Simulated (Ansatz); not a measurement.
# Fe in Ru(0001), 2x2: scattering by a point defect, part 3 of 3

Wanted: the reflection from a plane of defects, Fe in Ru(0001), 2x2, and the resistivity it implies.

Ansatz 0.2.0; Ansatz plane-wave DFT, PBE, PAW files, collinear spin; ballistic transport by layer matching (Landauer), zero bias; PAW set soft_1 (the session's first sound run).

So far, resistivity per at.% scaled from this dense plane, with the factor 3/4 for isotropic scattering (µΩ cm): step 3 (resistance at ideal sites) 1.32.

### 5. Transmission after relaxation, relaxed yes

The transmission is solved again on the relaxed atoms.

This step: Ansatz plane-wave DFT, PBE, PAW files, collinear spin; ballistic transport by layer matching (Landauer), zero bias; PAW set soft_1 (Ansatz 0.2.0).

Contents of input.yaml:

```yaml
crystal:
  lattice:
    - [5.4116, 0.0, 0.0]
    - [-2.7058, 4.6865830751, 0.0]
    - [0.0, 0.0, 34.2552]
  atoms:
    - { symbol: Ru, position: [0.1666666667, 0.3333333333, 0.03125] }
    - { symbol: Ru, position: [0.1666666667, 0.8333333333, 0.03125] }
    - { symbol: Ru, position: [0.6666666667, 0.3333333333, 0.03125] }
    - { symbol: Ru, position: [0.6666666667, 0.8333333333, 0.03125] }
    - { symbol: Ru, position: [0.3333333333, 0.1666666667, 0.09375] }
    - { symbol: Ru, position: [0.3333333333, 0.6666666667, 0.09375] }
    - { symbol: Ru, position: [0.8333333333, 0.1666666667, 0.09375] }
    - { symbol: Ru, position: [0.8333333333, 0.6666666667, 0.09375] }
    - { symbol: Ru, position: [0.1666666667, 0.3333333333, 0.15625] }
    - { symbol: Ru, position: [0.1666666667, 0.8333333333, 0.15625] }
    - { symbol: Ru, position: [0.6666666667, 0.3333333333, 0.15625] }
    - { symbol: Ru, position: [0.6666666667, 0.8333333333, 0.15625] }
    - { symbol: Ru, position: [0.3333333333, 0.1666666667, 0.21875] }
    - { symbol: Ru, position: [0.3333333333, 0.6666666667, 0.21875] }
    - { symbol: Ru, position: [0.8333333333, 0.1666666667, 0.21875] }
    - { symbol: Ru, position: [0.8333333333, 0.6666666667, 0.21875] }
    - { symbol: Ru, position: [0.1666666667, 0.3333333333, 0.28125] }
    - { symbol: Ru, position: [0.1666666667, 0.8333333333, 0.28125] }
    - { symbol: Ru, position: [0.6666666667, 0.3333333333, 0.28125] }
    - { symbol: Ru, position: [0.6666666667, 0.8333333333, 0.28125] }
    - { symbol: Ru, position: [0.3332763894, 0.1667236106, 0.3439028765] }
    - { symbol: Ru, position: [0.3332763894, 0.6665527788, 0.3439028765] }
    - { symbol: Ru, position: [0.8334472212, 0.1667236106, 0.3439028765] }
    - { symbol: Ru, position: [0.8333333333, 0.6666666667, 0.3441463198] }
    - { symbol: Ru, position: [0.1666666667, 0.3333333333, 0.406637576] }
    - { symbol: Ru, position: [0.1673935164, 0.8336967582, 0.4066427626] }
    - { symbol: Ru, position: [0.6663032418, 0.3326064836, 0.4066427626] }
    - { symbol: Ru, position: [0.6663032418, 0.8336967582, 0.4066427626] }
    - { symbol: Ru, position: [0.3314048636, 0.1685951364, 0.4693990143] }
    - { symbol: Ru, position: [0.3314048636, 0.6628097272, 0.4693990143] }
    - { symbol: Ru, position: [0.8371902728, 0.1685951364, 0.4693990143] }
    - { symbol: Ru, position: [0.8333333333, 0.6666666667, 0.4690039693] }
    - { symbol: Fe, position: [0.1666666667, 0.3333333333, 0.5313341872], spin: 3.0 }
    - { symbol: Ru, position: [0.1655613584, 0.8327806792, 0.5313278468] }
    - { symbol: Ru, position: [0.6672193208, 0.3344386416, 0.5313278468] }
    - { symbol: Ru, position: [0.6672193208, 0.8327806792, 0.5313278468] }
    - { symbol: Ru, position: [0.3314182623, 0.1685817377, 0.5932503201] }
    - { symbol: Ru, position: [0.3314182623, 0.6628365246, 0.5932503201] }
    - { symbol: Ru, position: [0.8371634754, 0.1685817377, 0.5932503201] }
    - { symbol: Ru, position: [0.8333333333, 0.6666666667, 0.5936460581] }
    - { symbol: Ru, position: [0.1666666667, 0.3333333333, 0.6559961969] }
    - { symbol: Ru, position: [0.1672320646, 0.8336160323, 0.6560079613] }
    - { symbol: Ru, position: [0.6663839677, 0.3327679354, 0.6560079613] }
    - { symbol: Ru, position: [0.6663839677, 0.8336160323, 0.6560079613] }
    - { symbol: Ru, position: [0.3333333333, 0.1666666667, 0.71875] }
    - { symbol: Ru, position: [0.3333333333, 0.6666666667, 0.71875] }
    - { symbol: Ru, position: [0.8333333333, 0.1666666667, 0.71875] }
    - { symbol: Ru, position: [0.8333333333, 0.6666666667, 0.71875] }
    - { symbol: Ru, position: [0.1666666667, 0.3333333333, 0.78125] }
    - { symbol: Ru, position: [0.1666666667, 0.8333333333, 0.78125] }
    - { symbol: Ru, position: [0.6666666667, 0.3333333333, 0.78125] }
    - { symbol: Ru, position: [0.6666666667, 0.8333333333, 0.78125] }
    - { symbol: Ru, position: [0.3333333333, 0.1666666667, 0.84375] }
    - { symbol: Ru, position: [0.3333333333, 0.6666666667, 0.84375] }
    - { symbol: Ru, position: [0.8333333333, 0.1666666667, 0.84375] }
    - { symbol: Ru, position: [0.8333333333, 0.6666666667, 0.84375] }
    - { symbol: Ru, position: [0.1666666667, 0.3333333333, 0.90625] }
    - { symbol: Ru, position: [0.1666666667, 0.8333333333, 0.90625] }
    - { symbol: Ru, position: [0.6666666667, 0.3333333333, 0.90625] }
    - { symbol: Ru, position: [0.6666666667, 0.8333333333, 0.90625] }
    - { symbol: Ru, position: [0.3333333333, 0.1666666667, 0.96875] }
    - { symbol: Ru, position: [0.3333333333, 0.6666666667, 0.96875] }
    - { symbol: Ru, position: [0.8333333333, 0.1666666667, 0.96875] }
    - { symbol: Ru, position: [0.8333333333, 0.6666666667, 0.96875] }
magnetization:
  spin_polarized: true
kpoints:
  mp_grid: { grid: [5, 5, 1] }
hamiltonian:
  xc: pbe
  pseudopotentials: { kind: paw, azcp: { folder: soft_1 } }
scf:
  occupations: { method: fermi_dirac, width: 0.1 }
output:
  transmission:
    leads: [[0, 8]]
    kmesh: [10, 10]
    e_range: [-0.05, 0.05]
    de: 0.05
  write_potential: true
  write_density: true
  volumetric_format: npy
```

Launch:

```
$ ansatz run input.yaml --threads 4 --pin off --max-ram 15360MiB --backend cpu --events-out ev --progress --plain --runs-dir out
```

Numbers of over 12 decimals in the logs are rounded to 6 here.

The program printed:

```text
[...]
Crystal: 64 atoms, lattice volume = 868.777 Å³
Basis set: ecut = 420 eV, 16909 PW (Γ)
Bands: 617, of which v1, the nominal top of the filled ones, is band 512 counted from 1 (511 counted from 0)
Symmetry: 6 space group operations
[...]
k-points: 5 of 25 (time reversal used)
[...]
Starting moments: Σ|m| = 3 μB on 1 of 64 sites
[...]
SCF iter   1: F=—  HF=-374879.994116 eV  |F-HF|=—  |Δ(HF+E_count)|=         —  Δρ=6.37e-2 (↑6.37e-2 ↓6.32e-2)  dr2=1.28e2  dr2_m=2.37e0  M=1.207 μB ∫|m|=2.078 μB  β_m=0.30  ethr=3.10e-3  ⟨swp⟩=5.0  Hψ=19964  notcnv=0  defer=2
[...]
SCF iter  20: F=-374840.804088 eV  HF=-374840.804088 eV  |F-HF|=4.77e-8  |Δ(HF+E_count)|=   4.54e-9  Δρ=9.73e-7 (↑9.05e-7 ↓9.73e-7)  dr2=4.95e-8  dr2_m=1.12e-9  M=1.163 μB ∫|m|=2.563 μB  ethr=4.61e-12  ⟨swp⟩=6.4  Hψ=19875  notcnv=0
SCF 1 converged in 20 iterations: F = -374840.804088 eV  dr2 = 4.95e-8
[...]
transmission: 179 of 1764 steps passed
transmission: 353 of 1764 steps passed
[...]
transmission: 1764 of 1764 steps passed
SCF converged after 20 iterations
Magnetization: 1.1633 μB (512.5816 up, 511.4184 down)
Absolute magnetization: 2.5986 μB (∫|ρ↑−ρ↓|, with the PAW one-centre terms)
[...]
Per-site moments (μB) at R_I (Å): [(0.000862295, 1.093251), (-0.00134747, 1.093251), (-0.00134747, 1.093251), (-0.00134747, 1.093251), (-0.000804175, 1.093251), (-0.000804175, 1.093251), (-0.000804175, 1.093251), (0.00411417, 1.093251), (0.00394244, 1.093251), (-0.00218805, 1.093251), (-0.00218805, 1.093251), (-0.00218805, 1.093251), (-0.00231954, 1.093251), (-0.00231954, 1.093251), (-0.00231954, 1.093251), (0.004640 [...]
Free energy (F): -374840.804088 eV
[...]
Internal energy: -374838.703929 eV  (E = F + TS)
E sigma→0 (E₀):  -374839.754008 eV
Entropy (-TS):   -2.100159 eV (-32.815 meV/atom)
Fermi energy:    23.228354 eV
[...]
--- Band table (eV; the first three rows and the last of 10) ---
  k-point 0 ↑: bands = [... 508 lower, 23.9445, 23.9742, 23.9746, 23.9790, 23.9790, 23.9981, 24.0394, 24.0394, ... 101 higher]
  k-point 1 ↑: bands = [... 508 lower, 23.3444, 23.5965, 23.6046, 23.6989, 23.7102, 23.7344, 23.7365, 23.7624, ... 101 higher]
  k-point 2 ↑: bands = [... 508 lower, 22.8953, 22.9540, 22.9934, 23.0176, 23.0469, 23.0818, 23.1528, 23.2250, ... 101 higher]
  k-point 4 ↓: bands = [... 508 lower, 22.8624, 22.8837, 22.9021, 22.9067, 22.9733, 23.2068, 23.2205, 23.2274, ... 101 higher]
--- Transmission ---
  basis      : 223 plane waves across, 63 finite elements along
  points     : 14, standing for a mesh of 10 x 10
[...]
channels       : 5.280000e0 up, 5.280000e0 down
[...]
junction   : crystal 0 to crystal 0, 1.44 to 31.41 Å
    transmission   : 4.409219e0 up, 5.011078e0 down
[...]
```

Wall time 20 min (4 threads of Arm Neoverse V1, shared host); peak memory 9.3 GiB; 79 min of CPU time.

Numbers from this step:

| Item | Value |
| --- | --- |
| free energy | -374840.8041 eV |
| energy at zero smearing | -374839.7540 eV |
| transmission, spin up | 4.409 |
| transmission, spin down | 5.011 |
| open channels, spin up | 5.28 |
| open channels, spin down | 5.28 |
| step of the lead's potential | 1.3 meV |

Per spin. The transmission, zone mean by energy, zero at the Fermi level:

```
energy (eV)  T up  T down
    -0.0500  4.42    4.88
     0.0000  4.41    5.01
     0.0500  4.74    5.41
```

Nearest the Fermi level spin up passes 4.41 of 5.28 channels of the lower lead and spin down 5.01 of 5.28.

### 6. Resistance after relaxation

This step: Ansatz plane-wave DFT, PBE, PAW files, collinear spin; ballistic transport by layer matching (Landauer), zero bias; area resistance of the defect plane and resistivity an atomic per cent; PAW set soft_1 (Ansatz 0.2.0).

Numbers from this step:

- area resistance: 0.06839 fΩ m²
- T over the leads' mean channel count: 0.8748
- spin asymmetry γ: -0.4690 (R down - R up) / (R down + R up)
- resistivity per at.% scaled from this dense plane, with the factor 3/4 for isotropic scattering: 0.9584 µΩ cm

Averaged over the energies near the Fermi level, 87.5 % of the channels pass, which makes 0.0684 fΩ m², against 0.0940 on ideal sites.

### 7. Summary of results

```
share of channels that pass, rigid                                : 0.845
area resistance, rigid                                            : 0.0940 fΩ m²
resistivity per at.% from the area resistance, times 3/4, rigid   : 1.32 µΩ cm
share of channels that pass, relaxed                              : 0.875
area resistance, relaxed                                          : 0.0684 fΩ m²
resistivity per at.% from the area resistance, times 3/4, relaxed : 0.958 µΩ cm
```

What this shows: The plane of defects adds 0.068 fΩ m². Scaled to one atomic per cent that is 1.3 µΩ cm as it stands and 0.96 with the factor 3/4 for isotropic scattering on a spherical Fermi surface. These are rough estimates of the dilute value, not bounds. One Fe in each 2x2 cell reflects 13 % of the lead's channels. The relaxed cell differs by -27 % in resistance; between the two runs the lead's own channel count goes from 11.8 to 11, so sampling may have a part in it. The defect scatters spin up more strongly (asymmetry -0.47). The defects form a dense periodic sheet that scatters coherently, unlike a dilute random alloy. T and N are means over the solved energies nearest the Fermi level. One magnetic start was tried, and the two spins conduct in parallel without mixing.

[Logs are printed without paths, hosts, clocks, repeated set-up lines and the standing remarks that a program may print on its own settings, such as how far it seeks lower states.]

[Hosts, paths, dates, database ids (printed as entryN), source tags and the programs' standing remarks are cut or masked in the printed files.]
